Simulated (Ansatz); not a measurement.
NiO:

```
Ni O
1.0
     0.00000    2.08590    2.08590
     2.08590    0.00000    2.08590
     2.08590    2.08590    0.00000
Ni O
1 1
Direct
  0.00000 0.00000 0.00000
  0.50000 0.50000 0.50000
```

Base run:

| Quantity | Value |
| --- | --- |
| Program | Ansatz 0.2.0 |
| Functional | PBEsol |
| Potentials or basis | all-electron LAPW, scalar-relativistic |
| Cutoff | 378 eV (chosen from the basis error) |
| Basis error allowed | 0.001 eV/atom |
| k mesh | 11 × 11 × 11 |
| Occupations | fermi-dirac, width 0.05 eV |
| Spin | collinear spin, ferromagnetic start |
| Starting moments | [1.0, 0.0] μB |

Its results: pressure -6.8 GPa; net moment 1.48 μB per cell; site moments Ni +1.24; O +0.23 μB.

**Question.** After a change of settings the same cell gave: pressure 11.6 GPa; net moment 1.84 μB per cell; site moments Ni +1.53; O +0.30 μB. Which change was it?
A. functional from PBEsol to revPBE
B. functional from PBEsol to LDA
C. occupations from fermi-dirac, width 0.05 eV to gaussian, width 0.05 eV

**Answer.** A.

revPBE binds less tightly than PBEsol, so the same cell stands under more pressure.

Caveats: a cell with one magnetic atom can't hold antiferromagnetic order, which such compounds often take.

Runs at the PBE level aren't shown here.
